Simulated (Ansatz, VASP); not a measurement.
**MgO: VASP beside Ansatz**

File INCAR:

```
PREC = Accurate
ENCUT = 520
EDIFF = 1E-6
ISMEAR = -1
SIGMA = 0.05
LREAL = F
LASPH = T
NELM = 100
ALGO = Normal
ISIF = 2
LWAVE = F
LCHARG = F
GGA = PE
NBANDS = 11
```

Contents of KPOINTS:

```
regular mesh
0
Gamma
  10 10 10
```

The input POSCAR:

```
MgO
1.0
    0.0000000000      2.3214330279      2.3214330279
    2.3214330279      0.0000000000      2.3214330279
    2.3214330279      2.3214330279      0.0000000000
Mg O
1 1
Direct
    0.5000000000      0.5000000000      0.5000000000
    0.7500000000      0.7500000000      0.7500000000
```

The input input.yaml:

```yaml
crystal:
  lattice:
    - [0.0, 2.3214330279, 2.3214330279]
    - [2.3214330279, 0.0, 2.3214330279]
    - [2.3214330279, 2.3214330279, 0.0]
  atoms:
    - { symbol: Mg, position: [0.5, 0.5, 0.5] }
    - { symbol: O, position: [0.75, 0.75, 0.75] }
hamiltonian:
  xc: pbe
  pseudopotentials: { kind: nc }
kpoints:
  mp_grid: { grid: [10, 10, 10] }
scf:
  occupations: { method: fermi_dirac, width: 0.05 }
output:
  forces: true
  stress: true
  eigenvalues: true
```

The cell was built by a generator and needn't be a form met in nature.

Alike in both runs: task single point; functional PBE; k mesh 10 × 10 × 10; occupations fermi-dirac, width 0.05 eV; no spin polarisation.

|  | VASP | Ansatz |
| --- | --- | --- |
| version | VASP 6.6.1 | Ansatz 0.2.0 |
| potentials or method | VASP PAW PBE potentials, release 64 (Mg, O) | Ansatz NC |
| plane-wave cutoff (eV) | 520 | 1240 |
| valence electrons in the cell | 8 | 16 |

|  | VASP | Ansatz | Ansatz less VASP |
| --- | --- | --- | --- |
| gap on the k mesh at the Fermi level (eV) | 3.36 | 3.37 | +0.014 |
| least direct gap on the mesh (eV) | 3.36 | 3.37 | +0.014 |
| pressure (GPa) | -2.6 | -2.1 | +0.50 |

The functional is the same, so the differences come from potentials, cutoffs and numerics. The two sets of potentials don't hold the same shells in valence.

Expect the measured gap to be larger: semilocal functionals such as PBE lack the derivative discontinuity.
